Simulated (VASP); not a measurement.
# Au (Cmcm) in VASP: equation of state, part 2 of 2

VASP 6.6.1.

**5. Equation of state, PBEsol, 18.00 Å³/atom (volume scaled by 1.02)**

File INCAR:

```
SYSTEM = Au
PREC = Accurate
ENCUT = 520
EDIFF = 1E-7
ISMEAR = -1
SIGMA = 0.05
LREAL = .False.
LASPH = .True.
NELM = 60
ALGO = Normal
ISIF = 2
LWAVE = .False.
LCHARG = .False.
GGA = PS
NBANDS = 18
```

File KPOINTS:

```
regular mesh
0
Gamma
  11 11 6
  0 0 0
```

File POSCAR:

```
Au
1.0
    1.4206566610     -2.5728602271      0.0000000000
    1.4206566610      2.5728602271      0.0000000000
    0.0000000000      0.0000000000      4.9255756512
Au
2
Direct
    0.3346720300      0.6653279700      0.2500000000
    0.6653279700      0.3346720300      0.7500000000
```

Potentials or basis: VASP PAW PBE potentials, release 64 (Au).

On the command line:

```console
$ cat potpaw_PBE.64/Au/POTCAR > POTCAR
$ mpirun -np 1 vasp_std > vasp.out
```

OUTCAR:

```text
SYSTEM = Au
   PREC = Accurate
   ENCUT = 520
   EDIFF = 1E-7
   ISMEAR = -1
   LREAL = .False.
   LASPH = .True.
   NELM = 60
   ISIF = 2
   GGA = PS

 Found    144 irreducible k-points:

 Following reciprocal coordinates:
            Coordinates               Weight
  0.000000  0.000000  0.000000      1.000000
  0.090909 -0.000000  0.000000      4.000000
  0.181818  0.000000  0.000000      4.000000
  0.272727  0.000000  0.000000      4.000000
  0.363636  0.000000  0.000000      4.000000
  0.454545 -0.000000  0.000000      4.000000
   k-points           NKPTS =    144   k-points in BZ     NKDIM =    144   number of bands    NBANDS=     18
   number of dos      NEDOS =    301   number of ions     NIONS =      2
   total plane-waves  NPLWV =  23040
   dimension x,y,z NGX =    24 NGY =   24 NGZ =   40
   dimension x,y,z NGXF=    48 NGYF=   48 NGZF=   80
   ions per type =               2
   NGX,Y,Z   is equivalent  to a cutoff of  13.58, 13.58, 13.50 a.u.
   NGXF,Y,Z  is equivalent  to a cutoff of  27.15, 27.15, 27.00 a.u.
 SYSTEM =  Au
   PREC   = accura    normal or accurate (medium, high low for compatibility)
   ISTART =      0    job   : 0-new  1-cont  2-samecut
   ICHARG =      2    charge: 1-file 2-atom 10-const
   ISPIN  =      1    spin polarized calculation?
   LNONCOLLINEAR =      F non collinear calculations
   LSORBIT =      F    spin-orbit coupling
   LASPH  =      T    aspherical Exc in radial PAW
   ENCUT  =  520.0 eV  38.22 Ry    6.18 a.u.   5.46  5.46  9.16*2*pi/ulx,y,z
   NELM   =     60;   NELMIN=  2; NELMDL= -5     # of ELM steps
   EDIFF  = 0.1E-06   stopping-criterion for ELM
   LREAL  =      F    real-space projection
   EDIFFG = 0.1E-05   stopping-criterion for IOM
   NSW    =      0    number of steps for IOM
   IBRION =     -1    ionic relax: 0-MD 1-quasi-New 2-CG
   NFREE  =      0    steps in history (QN), initial steepest desc. (CG)
   ISIF   =      2    stress and relaxation
   ISYM   =      2    0-nonsym 1-usesym 2-fastsym
   POTIM  = 0.5000    time-step for ionic-motion
   TEBEG  =    0.0;   TEEND  =   0.0 temperature during run
   PSTRESS=    0.0 pullay stress
   NELECT =      22.0000    total number of electrons
   NUPDOWN=      -1.0000    fix difference up-down
   EMIN   =  10.00;   EMAX   =-10.00  energy-range for DOS
   EFERMI =   0.00;   METHOD = LEGACY
   ISMEAR =    -1;   SIGMA  =   0.05  broadening in eV -4-tet -1-fermi 0-gaus
   EFERMI_NEDOS =   21; number of points for ismear=-14 and -15
   IALGO  =     38    algorithm
   IMIX   =      4    mixing-type and parameters
     AMIX     =   0.40;   BMIX     =  1.00
     AMIX_MAG =   1.60;   BMIX_MAG =  1.00
  volume/ion in A,a.u.               =      18.00       121.50
  Fermi-wavevector in a.u.,A,eV,Ry     =   1.389158  2.625128 26.255975  1.929760
  Thomas-Fermi vector in A             =   2.513215
   LORBIT       =      0    0 simple, 1 ext, 2 COOP (PROOUT), +10 PAW based schemes
   GGA     = PS    functional components
   LHFCALC =     F    Hartree Fock is set to
   AEXX    =    0.0000 exact exchange contribution
   IVDW    =     0    specifies the selected vdW correction
   LEPSILON=     F    determine dielectric tensor
   LRPA    =     F    only Hartree local field effects (RPA)
 non-spin polarized calculation
  energy-cutoff  :      520.00
  volume of cell :       36.01
 maximum number of plane-waves:       998
 NGX is ok and might be reduce to    24
   NGX = 11   NGY = 11   NGZ = 19

 number of electron      21.9999999 magnetization

 Free energy of the ion-electron system (eV)
  ---------------------------------------------------
  ext. energy  EPLUGINS =         0.00000000
  ---------------------------------------------------
  free energy    TOTEN  =        -7.77657015 eV

  energy without entropy =       -7.76911049  energy(sigma->0) =       -7.77284032

 E-fermi :   8.3192     XC(G=0): -12.5594

 val. band max:        8.3167734351   @ k =   0.1818   0.1818   0.3333
 cond. band min:       8.3465467247   @ k =  -0.1818   0.1818   0.1667
 fundamental gap:      0.0297732896
 Fermi energy:         8.3192139791

 k-point     1 :       0.0000    0.0000    0.0000
  band No.  band energies     occupation
      1      -0.9660      2.00000
      2       1.4190      2.00000
      3       3.7542      2.00000
      4       3.8119      2.00000
      5       4.1328      2.00000
      6       4.3719      2.00000
      7       4.6154      2.00000
      8       4.9766      2.00000
      9       5.1444      2.00000
     10       6.2302      2.00000
     11       6.3069      2.00000
     12       7.3712      2.00000
     13      10.6681      0.00000
     14      22.8990      0.00000
     15      23.8488      0.00000
     16      25.0308      0.00000
     17      26.0618      0.00000
     18      26.9835      0.00000

 k-point     2 :       0.0909   -0.0000    0.0000
  band No.  band energies     occupation
      1      -0.7072      2.00000
      2       1.6364      2.00000
      3       3.7183      2.00000
      4       3.9963      2.00000
      5       4.2022      2.00000
      6       4.3833      2.00000
      7       4.5941      2.00000
      8       4.8503      2.00000
      9       4.9629      2.00000
     10       5.5182      2.00000
     11       6.2848      2.00000
     12       8.4726      0.08896
     13      10.6736      0.00000
     14      23.0436      0.00000
     15      24.1971      0.00000
     16      24.2272      0.00000
     17      25.2179      0.00000
     18      26.0281      0.00000

 k-point     3 :       0.1818    0.0000    0.0000
  band No.  band energies     occupation
      1       0.0211      2.00000
      2       2.1612      2.00000
      3       3.5937      2.00000
      4       4.0971      2.00000
      5       4.1254      2.00000
      6       4.4512      2.00000
      7       4.6672      2.00000
      8       4.6840      2.00000
      9       4.8919      2.00000
     10       4.9979      2.00000
     11       6.3506      2.00000
     12      10.1572      0.00000
     13      10.7258      0.00000
     14      20.7908      0.00000
     15      22.8064      0.00000
     16      24.5123      0.00000
     17      24.7461      0.00000
     18      25.4986      0.00000

 k-point     4 :       0.2727    0.0000    0.0000
  band No.  band energies     occupation
      1       1.0139      2.00000
      2       2.4234      2.00000
      3       3.3360      2.00000
      4       3.7587      2.00000
      5       3.9885      2.00000
      6       4.4091      2.00000
      7       4.6804      2.00000
      8       5.1631      2.00000
      9       5.3276      2.00000
     10       5.5129      2.00000
     11       6.3975      2.00000
     12      10.9691      0.00000
     13      11.9868      0.00000
     14      17.3238      0.00000
     15      20.9465      0.00000
     16      23.1499      0.00000
     17      23.5830      0.00000
     18      24.8836      0.00000

 k-point     5 :       0.3636    0.0000    0.0000
  band No.  band energies     occupation
      1       1.7614      2.00000
      2       2.2274      2.00000
      3       2.7809      2.00000
      4       4.1094      2.00000
      5       4.1711      2.00000
      6       4.4448      2.00000
      7       4.4795      2.00000
      8       6.0667      2.00000
      9       6.1718      2.00000
     10       6.3561      2.00000
     11       6.4174      2.00000
     12      11.7289      0.00000
     13      13.8119      0.00000
     14      13.9531      0.00000
     15      19.2968      0.00000
     16      19.7341      0.00000
     17      21.4265      0.00000
     18      23.6694      0.00000

 k-point     6 :       0.4545   -0.0000    0.0000
  band No.  band energies     occupation
      1       1.9797      2.00000
      2       2.0495      2.00000
      3       2.4984      2.00000
      4       4.0334      2.00000
      5       4.3193      2.00000
      6       4.5140      2.00000
      7       4.9147      2.00000
      8       6.4222      2.00000
      9       6.5407      2.00000
     10       6.6805      2.00000
     11       8.1184      1.96461
     12      10.9533      0.00000
     13      13.3282      0.00000
     14      15.2587      0.00000
     15      16.3611      0.00000
     16      18.3818      0.00000
     17      20.0459      0.00000
     18      22.9817      0.00000

 [... further k-points ...]

------------------------ aborting loop because EDIFF is reached ----------------------------------------

  FORCE on cell =-STRESS in cart. coord.  units (eV):
  Direction    XX          YY          ZZ          XY          YZ          ZX
  --------------------------------------------------------------------------------------
  -------------------------------------------------------------------------------------
  Total       -1.3185576     -2.1369868     -2.0041928      0.0000000      0.0000000      0.0000000
  in kB      -58.6701724    -95.0867741    -89.1780063      0.0000000      0.0000000      0.0000000
  external PRESSURE =     -80.9783176 kB  Pullay stress =       0.0000000 kB

 VOLUME and BASIS-vectors are now :
 -----------------------------------------------------------------------------
  energy-cutoff  :      520.00
  volume of cell :       36.01
      direct lattice vectors                 reciprocal lattice vectors
     1.420656661 -2.572860227  0.000000000     0.351949921 -0.194336247  0.000000000
     1.420656661  2.572860227  0.000000000     0.351949921  0.194336247  0.000000000
     0.000000000  0.000000000  4.925575651     0.000000000  0.000000000  0.203021955

 POSITION                                       TOTAL-FORCE (eV/Angst)
 -----------------------------------------------------------------------------------
      1.42066      0.85073      1.23139         0.000000     -0.012741      0.000000
      1.42066     -0.85073      3.69418         0.000000      0.012741     -0.000000
 -----------------------------------------------------------------------------------
    total drift:                               -0.000000     -0.000000     -0.000000

  FREE ENERGIE OF THE ION-ELECTRON SYSTEM (eV)
  ---------------------------------------------------
  free  energy   TOTEN  =        -7.7765701482 eV

  energy  without entropy=       -7.7691104903  energy(sigma->0) =       -7.77284032
```

stdout:

```text
POSCAR found type information on POSCAR Au
 POSCAR found :  1 types and       2 ions
 scaLAPACK will be used
 -----------------------------------------------------------------------------
|                                                                             |
|                                                                             |
|     You enforced a specific xc type in the INCAR file but a different       |
|     I HOPE YOU KNOW WHAT YOU ARE DOING!                                     |
|                                                                             |
 -----------------------------------------------------------------------------

 LDA part: xc-table for (Slater+PW92), standard interpolation
 POSCAR, INCAR and KPOINTS ok, starting setup
 FFT: planning ... GRIDC
 FFT: planning ... GRID_SOFT
 FFT: planning ... GRID
 WAVECAR not read
 entering main loop
```

It took 23 s on 1 thread of Intel Xeon 6975P-C (Granite Rapids), shared host; peak memory 0.21 GiB.

What came out:

| Property | Result |
| --- | --- |
| Free energy | -7.7766 eV |
| Pressure | -8.1 GPa |
| Largest force | 0.013 eV/Å |
| Band gap on the k mesh | none (metal or under the smearing width) |

Caveat: the PAW data sets were made with another functional, which shifts forces and pressure a little.

**6. Equation of state, PBEsol, 18.36 Å³/atom (volume scaled by 1.04)**

INCAR is that of step 5.

KPOINTS is that of step 5.

File POSCAR:

```
Au
1.0
    1.4298819627     -2.5895675798      0.0000000000
    1.4298819627      2.5895675798      0.0000000000
    0.0000000000      0.0000000000      4.9575608049
Au
2
Direct
    0.3346720300      0.6653279700      0.2500000000
    0.6653279700      0.3346720300      0.7500000000
```

Potentials or basis: VASP PAW PBE potentials, release 64 (Au).

On the command line:

```console
$ cat potpaw_PBE.64/Au/POTCAR > POTCAR
$ mpirun -np 1 vasp_std > vasp.out
```

Wall time 23 s (1 thread of Intel Xeon 6975P-C (Granite Rapids), shared host); peak memory 0.21 GiB.

It converged, with:

```
Free energy            : -7.7363 eV
Pressure               : -10.3 GPa
Largest force          : 0.006 eV/Å
Band gap on the k mesh : none (metal or under the smearing width)
```

Caveat: the PAW data sets were made with another functional, which shifts forces and pressure a little.

**7. Equation of state, PBEsol, 18.71 Å³/atom (volume scaled by 1.06)**

INCAR is that of step 6.

KPOINTS is that of step 6.

File POSCAR:

```
Au
1.0
    1.4389897367     -2.6060620855      0.0000000000
    1.4389897367      2.6060620855      0.0000000000
    0.0000000000      0.0000000000      4.9891384766
Au
2
Direct
    0.3346720300      0.6653279700      0.2500000000
    0.6653279700      0.3346720300      0.7500000000
```

On the command line:

```console
$ cat potpaw_PBE.64/Au/POTCAR > POTCAR
$ mpirun -np 1 vasp_std > vasp.out
```

Run time: 23 s. Hardware: 1 thread of Intel Xeon 6975P-C (Granite Rapids), shared host; peak memory 0.21 GiB.

Results (log left out):

```yaml
Free_energy: -7.6869 eV
Pressure: -12.3 GPa
Band_gap_on_the_k_mesh: none (metal or under the smearing width)
```

Caveat: the PAW data sets were made with another functional, which shifts forces and pressure a little.

**8. Equation of state, PBEsol**

No new run: the results of the series are fitted here.

What came out:

```yaml
Equilibrium_volume: 17.05 Å³/atom
Bulk_modulus_at_fixed_shape_and_positions: 172 GPa
Pressure_derivative_of_the_bulk_modulus: 5.8
```

Energy against volume, from the lowest point:
```csv
volume (Å³/atom),energy (meV/atom)
16.592,6.75
16.945,0.00
17.298,1.46
17.651,10.05
18.004,24.82
18.357,44.94
18.710,69.68
```

Caveat: the cell was scaled at fixed shape and fractional positions, which overstates the stiffness of a crystal with free parameters, most of all of layers and chains; the PAW data sets were made with another functional, which shifts forces and pressure a little.
